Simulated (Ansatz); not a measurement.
**InSb: how settings move the results**

Aim, for InSb: sweep the k-point mesh.

Computed with Ansatz 0.2.0 (DFT PBE, scalar-relativistic, plane waves, PAW, unless a step's input says otherwise).

1 further run of the same task is left out (set aside as unsound or not needed).

## (1) The starting structure

Symmetry: Pmmn, No. 59, orthorhombic system. The conventional cell has a = 5.920 Å, b = 5.938 Å, c = 3.222 Å, α = 90.00°, β = 90.00°, γ = 90.00°. In (site symmetry mm2) has 4 Sb at 3.09 to 3.10 Å and 2 In at 3.22 Å as nearest neighbours. Sb (site symmetry mm2) is surrounded by 4 In at 3.09 to 3.10 Å and 2 Sb at 3.22 Å.

Coordinates:

```
In Sb
1.0
     5.92042    0.00000    0.00000
     0.00000    5.93800    0.00000
     0.00000    0.00000    3.22250
In Sb
2 2
Direct
  0.00000 0.00000 0.00881
  0.50000 0.50000 0.99120
  0.00000 0.50000 0.27700
  0.50000 0.00000 0.72300
```

Source of the structure: the Materials Project (structure only). It is taken as it stands there.

## (2) The base run, which the others are set against

input.yaml

```yaml
crystal:
  lattice:
    - [5.92042, 0.0, 0.0]
    - [0.0, 5.938004, 0.0]
    - [0.0, 0.0, 3.222499]
  atoms:
    - { symbol: In, position: [0.0, 0.0, 0.008805] }
    - { symbol: In, position: [0.5, 0.5, 0.991195] }
    - { symbol: Sb, position: [0.0, 0.5, 0.276997] }
    - { symbol: Sb, position: [0.5, 0.0, 0.723003] }
basis:
  ecutwfc: 420
kpoints:
  mp_grid: { grid: [8, 8, 14] }
hamiltonian:
  xc: pbe
scf:
  occupations: { method: gaussian, width: 0.1 }
output:
  forces: true
  stress: true
  eigenvalues: true
  populations: true
```

Its results, from an earlier run: -6041.1563 eV/atom at zero smearing, pressure 0.04 GPa, largest force 0.060 eV/Å, no gap on the mesh, in 7 SCF cycles and 51 s.

## (3) K-point mesh set to 1×1×1

input.yaml

```yaml
crystal:
  lattice:
    - [5.92042, 0.0, 0.0]
    - [0.0, 5.938004, 0.0]
    - [0.0, 0.0, 3.222499]
  atoms:
    - { symbol: In, position: [0.0, 0.0, 0.008805] }
    - { symbol: In, position: [0.5, 0.5, 0.991195] }
    - { symbol: Sb, position: [0.0, 0.5, 0.276997] }
    - { symbol: Sb, position: [0.5, 0.0, 0.723003] }
basis:
  ecutwfc: 420
kpoints:
  mp_grid: { grid: [1, 1, 1] }
hamiltonian:
  xc: pbe
scf:
  occupations: { method: gaussian, width: 0.1 }
output:
  forces: true
  stress: true
  eigenvalues: true
```

On the command line:

```bash
$ ansatz run input.yaml --threads 1 --pin off --max-ram 2560MiB --backend cpu --events-out ev --progress --plain --runs-dir out
```

## (4) K-point mesh set to 1×1×2

Changes to input.yaml since step 3:

```diff
@@ -13,3 +13,3 @@
 kpoints:
-  mp_grid: { grid: [1, 1, 1] }
+  mp_grid: { grid: [1, 1, 2] }
 hamiltonian:
```

## (5) K-point mesh: 2×2×4

Changes to input.yaml since step 4:

```diff
@@ -13,3 +13,3 @@
 kpoints:
-  mp_grid: { grid: [1, 1, 2] }
+  mp_grid: { grid: [2, 2, 4] }
 hamiltonian:
```

## (6) K-point mesh set to 4×4×6

Changes to input.yaml since step 5:

```diff
@@ -13,3 +13,3 @@
 kpoints:
-  mp_grid: { grid: [2, 2, 4] }
+  mp_grid: { grid: [4, 4, 6] }
 hamiltonian:
```

## (7) K-point mesh: 4×4×8

Changes to input.yaml since step 6:

```diff
@@ -13,3 +13,3 @@
 kpoints:
-  mp_grid: { grid: [4, 4, 6] }
+  mp_grid: { grid: [4, 4, 8] }
 hamiltonian:
```

## (8) K-point mesh set to 6×6×10

Changes to input.yaml since step 7:

```diff
@@ -13,3 +13,3 @@
 kpoints:
-  mp_grid: { grid: [4, 4, 8] }
+  mp_grid: { grid: [6, 6, 10] }
 hamiltonian:
```

## (9) K-point mesh set to 8×8×12

Changes to input.yaml since step 8:

```diff
@@ -13,3 +13,3 @@
 kpoints:
-  mp_grid: { grid: [6, 6, 10] }
+  mp_grid: { grid: [8, 8, 12] }
 hamiltonian:
```

## (10) K-point mesh: 10×10×16

Changes to input.yaml since step 9:

```diff
@@ -13,3 +13,3 @@
 kpoints:
-  mp_grid: { grid: [8, 8, 12] }
+  mp_grid: { grid: [10, 10, 16] }
 hamiltonian:
```

## (11) K-point mesh set to 10×10×18

Changes to input.yaml since step 10:

```diff
@@ -13,3 +13,3 @@
 kpoints:
-  mp_grid: { grid: [10, 10, 16] }
+  mp_grid: { grid: [10, 10, 18] }
 hamiltonian:
```

## (12) K-point mesh: 12×12×22

Changes to input.yaml since step 11:

```diff
@@ -13,3 +13,3 @@
 kpoints:
-  mp_grid: { grid: [10, 10, 18] }
+  mp_grid: { grid: [12, 12, 22] }
 hamiltonian:
```

(Steps that only read results are left out.)

**Question.** What does this series show?

**Answer**, as computed:

```
                                               quantity                         value
k-point mesh: within 10 and 1 meV/atom of 12×12×22 from  2×2×4 for 10; 10×10×16 for 1
```

What this shows: In the sweep of the k-point mesh, 10×10×16 already comes within 1 meV/atom of the reference, and so do all later runs, at about 0.76 of the reference's time. That is measured against the best run here, which may itself be short of the limit. The gaps on the coarsest meshes are artefacts of sampling: the crystal is a metal on the dense ones. The error changes sign along the series, since a k mesh isn't variational, and a metal needs dense meshes to resolve its Fermi surface. Forces stay within 0.01 eV/Å of the reference from 6×6×10 on. Spin-orbit coupling is left out, which matters for the bands of Sb.

Counted by bands, a gap of 0.03 eV stays open on the mesh in one run that reads as metallic: the smearing reaches across it.
